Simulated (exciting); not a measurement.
A run of exciting (release sodium):

Contents of input.xml:

```xml
<input>
  <title>Cd</title>
  <structure speciespath="./" tshift="false">
    <crystal scale="1">
      <basevect>-3.371879898145 3.371879898145 3.371879898145</basevect>
      <basevect>3.371879898145 -3.371879898145 3.371879898145</basevect>
      <basevect>3.371879898145 3.371879898145 -3.371879898145</basevect>
    </crystal>
    <species speciesfile="Cd.xml" rmt="2.3">
      <atom coord="0.000000000000 0.000000000000 0.000000000000"/>
    </species>
  </structure>
  <groundstate do="fromscratch" ngridk="10 10 10" rgkmax="9" gmaxvr="14" lmaxapw="10" lmaxmat="10" lmaxvr="8" xctype="GGA_PBE_SOL" stype="Fermi Dirac" swidth="0.00183747" nempty="8" ValenceRelativity="iora*" epsengy="1e-05" epspot="1e-05" maxscl="60" tforce="true" outputlevel="normal"/>
  <properties>
    <chargedensityplot>
      <plot3d>
        <box grid="16 16 16">
          <origin coord="0 0 0"/>
          <point coord="1 0 0"/>
          <point coord="0 1 0"/>
          <point coord="0 0 1"/>
        </box>
      </plot3d>
    </chargedensityplot>
    <elfplot>
      <plot3d>
        <box grid="16 16 16">
          <origin coord="0 0 0"/>
          <point coord="1 0 0"/>
          <point coord="0 1 0"/>
          <point coord="0 0 1"/>
        </box>
      </plot3d>
    </elfplot>
    <exccplot>
      <plot3d>
        <box grid="16 16 16">
          <origin coord="0 0 0"/>
          <point coord="1 0 0"/>
          <point coord="0 1 0"/>
          <point coord="0 0 1"/>
        </box>
      </plot3d>
    </exccplot>
  </properties>
</input>
```

Potentials or basis: all-electron LAPW+lo, shipped species files, valence relativity iora*.

Run with:

```sh
$ OMP_NUM_THREADS=1 exciting_smp
```

Hardware: 1 thread of Arm Neoverse V2, on a shared host.

Task: How long does it take, and how much memory?

Result: Run time: 28 s on 1 thread of Arm Neoverse V2 (shared host), peak memory 0.1 GiB. Counts: scf iterations 12, plane waves 164.
